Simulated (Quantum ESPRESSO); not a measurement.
A calculation with Quantum ESPRESSO 7.5 of Sc (ASE script, structure typed inline):

The input run.py:

```python
import numpy as np
from ase.calculators.espresso import Espresso, EspressoProfile
from ase import Atoms

atoms = Atoms(['Sc'],
              cell=[[0.0, 2.26, 2.26], [2.26, 0.0, 2.26], [2.26, 2.26, 0.0]],
              scaled_positions=[[0.0, 0.0, 0.0]],
              pbc=True)

input_data = {
    'control': {'calculation': 'scf', 'prefix': 'pwscf', 'outdir': './tmp', 'tprnfor': True, 'tstress': True, 'disk_io': 'nowf'},
    'system': {'ecutwfc': 60.0, 'nbnd': 11, 'occupations': 'smearing', 'smearing': 'fd', 'degauss': 0.00367493},
    'electrons': {'conv_thr': 2e-10, 'electron_maxstep': 120, 'mixing_beta': 0.5},
}
pseudopotentials = {'Sc': 'Sc_ONCV_PBE-1.0.oncvpsp.upf'}
profile = EspressoProfile(command='pw.x', pseudo_dir='pseudo')
atoms.calc = Espresso(profile=profile, input_data=input_data, pseudopotentials=pseudopotentials, kpts=(10, 10, 10), koffset=(0, 0, 0))

print(f'energy {atoms.get_potential_energy():.8f} eV')
print('forces (eV/A)')
print(np.round(atoms.get_forces(), 6))
print('stress (eV/A^3, Voigt)')
print(np.round(atoms.get_stress(), 8))
print(f'Fermi level {atoms.calc.get_fermi_level():.4f} eV')
```

Potentials or basis: SSSP 1.3 efficiency PBE.

Run with:

```console
$ OMP_NUM_THREADS=1 python run.py
```

This isn't the form of Sc at room conditions, which is hcp.

Question: Write the same calculation in another form: native input, structure typed inline.

Answer: As run:

Contents of pw.in:

```
&CONTROL
  calculation = 'scf'
  prefix = 'pwscf'
  outdir = './tmp'
  pseudo_dir = './pseudo'
  tprnfor = .true.
  tstress = .true.
  disk_io = 'nowf'
/
&SYSTEM
  ibrav = 0
  nat = 1
  ntyp = 1
  ecutwfc = 60
  nbnd = 11
  occupations = 'smearing'
  smearing = 'fd'
  degauss = 0.00367493
/
&ELECTRONS
  conv_thr = 2d-10
  electron_maxstep = 120
  mixing_beta = 0.5
/
ATOMIC_SPECIES
Sc    44.9559 Sc_ONCV_PBE-1.0.oncvpsp.upf
CELL_PARAMETERS angstrom
   0.0000000000    2.2600000000    2.2600000000
   2.2600000000    0.0000000000    2.2600000000
   2.2600000000    2.2600000000    0.0000000000
ATOMIC_POSITIONS crystal
Sc     0.0000000000    0.0000000000    0.0000000000
K_POINTS automatic
10 10 10 0 0 0
```

Potentials or basis: SSSP 1.3 efficiency PBE.

The run is started by

```console
$ OMP_NUM_THREADS=1 pw.x -in pw.in > pw.out
```

Both were run:

|  | ASE script, structure typed inline | native input, structure typed inline |
| --- | --- | --- |
| Pressure | 3.9 GPa | 3.9 GPa |
| Band gap on the k mesh | none (metal or under the smearing width) | none (metal or under the smearing width) |

Keys that steer only the numerical path or the files written may differ.
